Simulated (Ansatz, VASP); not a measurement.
## One calculation of Sc, two programs

```
CELL_PARAMETERS angstrom
3.30880 0.00000 0.00000
-1.65440 2.86550 0.00000
0.00000 0.00000 5.26800
ATOMIC_POSITIONS crystal
Sc 0.33333 0.66667 0.25000
Sc 0.66667 0.33333 0.75000
```

Alike in both runs: task electric field gradients; functional LDA; k mesh 13 × 13 × 7; occupations fermi-dirac, width 0.03 eV; no spin polarisation.

```csv
,VASP,Ansatz
version,VASP 6.6.1,Ansatz 0.2.0
potentials or method,"VASP PAW LDA potentials, release 64 (Sc_sv)","PAW with Ansatz's default frozen-core files, scalar-relativistic"
plane-wave cutoff (eV),520,420
valence electrons in the cell,22,22
```

Ansatz gave:

* pressure (GPa): -5.3
* largest component of the traceless stress (GPa): 1.21
* Vzz of the field gradient on the site that differs most (V/Å²): 8.7

**Question.** Which values does VASP return?

**Answer.** Pressure (GPa): -5.2; largest component of the traceless stress (GPa): 1.21; Vzz of the field gradient on the site that differs most (V/Å²): 9.6.
